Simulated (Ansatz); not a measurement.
MgO: what symmetry allows forces and stress to be

```yaml
crystal:
  lattice:
    - [3.10799, 0.00000, 0.00000]
    - [-1.55399, 2.69159, 0.00000]
    - [0.00000, 0.00000, 2.75431]
  atoms:
    - { symbol: Mg, position: [0.00000, 0.00000, 0.96268] }
    - { symbol: O, position: [0.33333, 0.66667, 0.53732] }
```

These are results of DFT PBEsol, scalar-relativistic, plane waves, PAW in Ansatz 0.2.0, not measurements.

Cutoff 420 eV; k points 12×12×10 on the computed 2-atom cell (Γ-centred); Gaussian smearing, width 0.02 eV; no spin polarisation.

This distorted cell has space group P3m1, with 6 operations.

**Question.** Without a calculation: in which directions can each atom feel a force?

**Answer.** A force must be left unchanged by every operation that keeps its atom in place, so it lies in the space that those operations leave fixed. Atoms that the group maps onto each other feel forces of one size.
```
atom site symmetry operations at the site equivalent to atom allowed force (Cartesian)
 Mg1            3m.                       6                   1   along (0.00, 0.00, 1.00)
  O2            3m.                       6                   2   along (0.00, 0.00, 1.00)
```

That leaves 2 independent force components of 6, tied by 1 condition that the forces sum to zero, so 1 remains. A relaxation in this cell that keeps the symmetry moves the atoms in these directions alone.

**Question.** And the stress tensor?

**Answer.** It must be invariant under the point group, which leaves 2 independent components: yz, xz, xy vanish; xx = yy.

**Question.** Do the computed values obey this?

**Answer.** Yes. Forces (eV/Å):
```
Mg1  0.000  0.000  0.210
O2   0.000  0.000 -0.210
```

Stress (GPa, compression positive, xx yy zz yz xz xy): -18.05 -18.05 -8.09 0.00 0.00 0.00. The program imposes the same operations on density, forces and stress, so this confirms the analysis and is no independent test of the calculation.

This form isn't the usual stable structure of the compound.